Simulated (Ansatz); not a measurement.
**Na2S under changes of volume**

One of the cells (23.385 Å³/atom); the others are scaled copies at fixed shape and fractional positions:

```
S Na
1.0
     0.00000    3.27350    3.27350
     3.27350    0.00000    3.27350
     3.27350    3.27350    0.00000
S Na
1 2
Cartesian
  0.0000 0.0000 0.0000
  4.9102 4.9102 4.9102
  1.6367 1.6367 1.6367
```

```yaml
Program: Ansatz 0.2.0
Functional: LDA
Potentials_or_basis: all-electron LAPW, scalar-relativistic
Cutoff: 144 eV (chosen from the basis error)
Basis_error_allowed: 0.002 eV/atom
k_mesh: 7 × 7 × 7
Occupations: fermi-dirac, width 0.05 eV
Spin: no spin polarisation
```

| volume (Å³/atom) | energy over the lowest point (meV/atom) | pressure (GPa) | gap on the mesh (eV) |
| --- | --- | --- | --- |
| 21.982 | 0.00 | -0.4 | 2.44 |
| 22.450 | 2.25 | -1.1 | 2.37 |
| 22.918 | 6.26 | -1.6 | 2.30 |
| 23.385 | ? | ? | ? |
| 23.853 | 18.77 | -2.6 | 2.18 |
| 24.321 | 26.97 | -3.0 | 2.12 |
| 24.789 | 36.27 | -3.4 | 2.06 |

Question: What does the run at 23.385 Å³/atom give?

Answer: Energy over the lowest point 11.82 meV/atom; pressure -2.1 GPa; gap on the mesh 2.24 eV.

Worked out: A Birch-Murnaghan fit of order 3 (a polynomial in V^(-2/3)) to the other rows has its minimum at 21.68 Å³/atom, just outside them, with B0 = V·E''(V) = 34 GPa and B' = 4.4. It gives 11.81 meV/atom at 23.385 Å³/atom, against the run's 11.82, and -dE/dV = -2.2 GPa, against -2.1. A straight line through the other rows of the gap, of slope -3.14 eV per unit of ln V (its deformation potential), gives 2.24 eV, against the run's 2.24.

Energies are extrapolated to zero smearing.
